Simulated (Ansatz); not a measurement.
BP, AlP, GaP, InP: one prototype (zincblende), with B, Al, Ga, In on the same site. Each was relaxed with r2SCAN in Ansatz 0.2.0, and the gaps are read on those cells (d direct, i indirect). Calculated for a static, non-magnetic cell.

```json
{"compound": "BP", "a (Å)": "4.537", "gap, PBE (eV)": "1.24 i (Γ → Γ–X (0.80))", "gap, r2SCAN (eV)": "1.41 i (Γ → Γ–X (0.83))", "gap, HSE06 (eV)": "1.96 i (Γ → Γ–X (0.83))", "mean ε∞, r2SCAN": "8.7"}
{"compound": "AlP", "a (Å)": "5.479", "gap, PBE (eV)": "1.60 i (Γ → X)", "gap, r2SCAN (eV)": "1.93 i (Γ → X)", "gap, HSE06 (eV)": "2.28 i (Γ → X)", "mean ε∞, r2SCAN": "7.3"}
{"compound": "GaP", "a (Å)": "5.451", "gap, PBE (eV)": "–", "gap, r2SCAN (eV)": "1.84 i (Γ → Γ–X (0.85))", "gap, HSE06 (eV)": "2.26 i (Γ → Γ–X (0.85))", "mean ε∞, r2SCAN": "9.4"}
```

Task: Fill in the row for InP.

Result:

| compound | a (Å) | gap, PBE (eV) | gap, r2SCAN (eV) | gap, HSE06 (eV) | mean ε∞, r2SCAN |
| --- | --- | --- | --- | --- | --- |
| InP | 5.908 | 0.59 d (Γ) | 1.03 d (Γ) | 1.36 d (Γ) | 9.7 |

In has 4 P at 2.56 Å; P has 4 In at 2.56 Å.

Spin-orbit coupling is left out, which matters wherever the heavy atoms make up the band edges.

Where an edge lies off the special points, it is a point of the mesh or the k point where a search put PBE's edge or least direct gap, reused for the other functionals, whose own edges may lie a little apart; PBE's own value is read along its path and can be a few hundredths of an eV high.

The meshes of the hybrids are coarse, so their gaps aren't converged to the digits shown.
